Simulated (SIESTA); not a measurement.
Crystal: InP.

```
In P
1.0
     0.00000    2.93050    2.93050
     2.93050    0.00000    2.93050
     2.93050    2.93050    0.00000
In P
1 1
Direct
  0.00000 0.00000 0.00000
  0.75000 0.75000 0.75000
```

Base run:

* Program: SIESTA 5.4.2
* Functional: PBE
* Potentials or basis: PseudoDojo 0.4 standard (PBE files)
* Basis: DZ (energy shift 0.002 Ry; radii capped at 9.5 bohr)
* Grid cutoff: 500 Ry
* Energy shift: 0.002 Ry
* k mesh: 8 × 8 × 8
* Occupations: fermi-dirac, width 0.05 eV
* Spin: no spin polarisation

Its results: band gap on the k mesh 0.78 eV, direct; pressure 5.2 GPa.

Problem. The run is repeated on the same cell with these changes: basis from DZ (energy shift 0.002 Ry; radii capped at 9.5 bohr) to DZP (energy shift 0.003 Ry; two zetas on semicore shells); energy shift from 0.002 Ry to 0.003 Ry. What comes out?

Solution. Band gap on the k mesh 0.86 eV, direct; pressure 3.6 GPa.

Caveats: spin-orbit coupling is left out, which moves the levels of the heavy elements; the basis of atomic orbitals isn't converged, which shifts pressures, moduli and gaps; the basis has no polarisation orbitals (some runs); semicore shells carry a single zeta, which can move pressures by several GPa and volumes by a few percent (some runs).

Not every run made on this cell is shown here.
